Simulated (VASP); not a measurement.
# MgS: relaxed cell and band gap, by functional

MgS, Fm-3m (no. 225), 2 atoms in the cell.

| Functional | Volume (Å³/atom) | Change from the starting volume (fraction) | Gap, path and mesh (eV) | Time (s) |
|---|---|---|---|---|
| revTPSS | 17.69 | 0.005 | 3.04 | 91 |
| MS1 | 17.64 | 0.002 | 3.51 | 82 |
| MS2 | 17.37 | -0.014 | 3.36 | 86 |
| rSCAN | 17.44 | -0.010 | 3.41 | 92 |
| r2SCAN | 17.51 | -0.006 | 3.45 | 104 |

## Input of the first row

INCAR.step1:
```
PREC = Accurate
ENCUT = 600
EDIFF = 1E-5
ISMEAR = 0
SIGMA = 0.02
LREAL = F
LASPH = T
GGA_COMPAT = F
ALGO = Normal
NELM = 150
ISIF = 2
LWAVE = T
LCHARG = F
GGA = PE
KPAR = 2
```

INCAR.step2:
```
PREC = Accurate
ENCUT = 600
EDIFF = 1E-7
ISMEAR = 0
SIGMA = 0.02
LREAL = F
LASPH = T
GGA_COMPAT = F
ALGO = Normal
NELM = 150
ISIF = 3
LWAVE = F
LCHARG = F
METAGGA = RTPSS
LMIXTAU = T
IBRION = 2
EDIFFG = -0.005
NSW = 60
ISTART = 1
KPAR = 2
```

INCAR.step3, as INCAR.step2 but for:
```
- NSW = 60
- ISTART = 1
+ NSW = 40
```

INCAR.step4, as INCAR.step3 but for:
```
- ISIF = 3
- IBRION = 2
- EDIFFG = -0.005
- NSW = 40
+ ISIF = 2
+ NBANDS = 11
```

KPOINTS:
```
k-points
0
Gamma
  7 7 7
```

KPOINTS_OPT:
```
path GXWKGLUWLK,UX
8
line-mode
reciprocal
 0.0000000000  0.0000000000  0.0000000000  G
 0.5000000000  0.0000000000  0.5000000000  X

 0.5000000000  0.0000000000  0.5000000000  X
 0.5000000000  0.2500000000  0.7500000000  W

 0.5000000000  0.2500000000  0.7500000000  W
 0.3750000000  0.3750000000  0.7500000000  K

 0.3750000000  0.3750000000  0.7500000000  K
 0.0000000000  0.0000000000  0.0000000000  G

 0.0000000000  0.0000000000  0.0000000000  G
 0.5000000000  0.5000000000  0.5000000000  L

 0.5000000000  0.5000000000  0.5000000000  L
 0.6250000000  0.2500000000  0.6250000000  U

 0.6250000000  0.2500000000  0.6250000000  U
 0.5000000000  0.2500000000  0.7500000000  W

 0.5000000000  0.2500000000  0.7500000000  W
 0.5000000000  0.5000000000  0.5000000000  L

 0.5000000000  0.5000000000  0.5000000000  L
 0.3750000000  0.3750000000  0.7500000000  K

 0.6250000000  0.2500000000  0.6250000000  U
 0.5000000000  0.0000000000  0.5000000000  X
```

POSCAR.step1:
```
MgS
1.0
    0.0000000000      2.6016500000      2.6016500000
    2.6016500000      0.0000000000      2.6016500000
    2.6016500000      2.6016500000      0.0000000000
S Mg
1 1
Direct
    0.5000000000      0.5000000000      0.5000000000
    0.0000000000      0.0000000000      0.0000000000
```

Commands (each step's output is kept before the next begins):
```
cat potpaw_PBE.64/S/POTCAR potpaw_PBE.64/Mg/POTCAR > POTCAR
cp INCAR.step1 INCAR
cp POSCAR.step1 POSCAR
mpirun -np 2 vasp_std > vasp.out
cp INCAR.step2 INCAR
mpirun -np 2 vasp_std > vasp.out
cp CONTCAR POSCAR
rm WAVECAR CHG
cp INCAR.step3 INCAR
mpirun -np 2 vasp_std > vasp.out
cp CONTCAR POSCAR
rm WAVECAR CHG
cp INCAR.step4 INCAR
mpirun -np 2 vasp_std > vasp.out
```

Changes of the last row against the first:
```
- METAGGA = RTPSS
+ METAGGA = R2SCAN
```

VASP 6.6.1 took 91 s on 2 cores (Intel Xeon 6975P-C (Granite Rapids)), a shared host.
